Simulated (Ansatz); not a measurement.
(100) slab cut from the bulk of SrVO₃, Pm-3m (No. 221); the slab's formula is Sr2V3O8:

```xyz
13
Lattice="3.8103 0.0000 0.0000 0.0000 3.8103 0.0000 0.0000 0.0000 22.6206" Properties=species:S:1:pos:R:3 pbc="T T T"
V     0.0000    0.0000    7.5000
O     1.9052    0.0000    7.5000
O     0.0000    1.9052    7.5000
Sr    1.9052    1.9052    9.4052
O     0.0000    0.0000    9.4052
V     0.0000    0.0000   11.3103
O     1.9052    0.0000   11.3103
O     0.0000    1.9052   11.3103
Sr    1.9052    1.9052   13.2155
O     0.0000    0.0000   13.2155
V     0.0000    0.0000   15.1206
O     1.9052    0.0000   15.1206
O     0.0000    1.9052   15.1206
```

These are results of DFT PBEsol, scalar-relativistic, plane waves, PAW (Ansatz 0.2.0), not measurements. Plane waves to 420 eV, a k mesh through Γ of 9×9×1 on the computed 13-atom cell and Gaussian smearing (0.10 eV); collinear spin from starting moments 0.22 0 0 0 0 0.22 0 0 0 0 0.22 0 0 μB. A dipole correction removes the field between periodic images along c.

Task: What forces act on the atoms?

Result:
| atom | Fx (eV/Å) | Fy (eV/Å) | Fz (eV/Å) |
| --- | --- | --- | --- |
| V1 | 0.000 | 0.000 | 2.573 |
| O2 | 0.000 | 0.000 | -0.661 |
| O3 | 0.000 | 0.000 | -0.661 |
| Sr4 | 0.000 | 0.000 | -0.600 |
| O5 | 0.000 | 0.000 | -0.647 |
| V6 | 0.000 | 0.000 | 0.000 |
| O7 | 0.000 | 0.000 | 0.000 |
| O8 | 0.000 | 0.000 | 0.000 |
| Sr9 | 0.000 | 0.000 | 0.600 |
| O10 | 0.000 | 0.000 | 0.647 |
| V11 | 0.000 | 0.000 | -2.573 |
| O12 | 0.000 | 0.000 | 0.661 |
| O13 | 0.000 | 0.000 | 0.661 |

Moments started parallel, and an antiferromagnetic order may lie lower.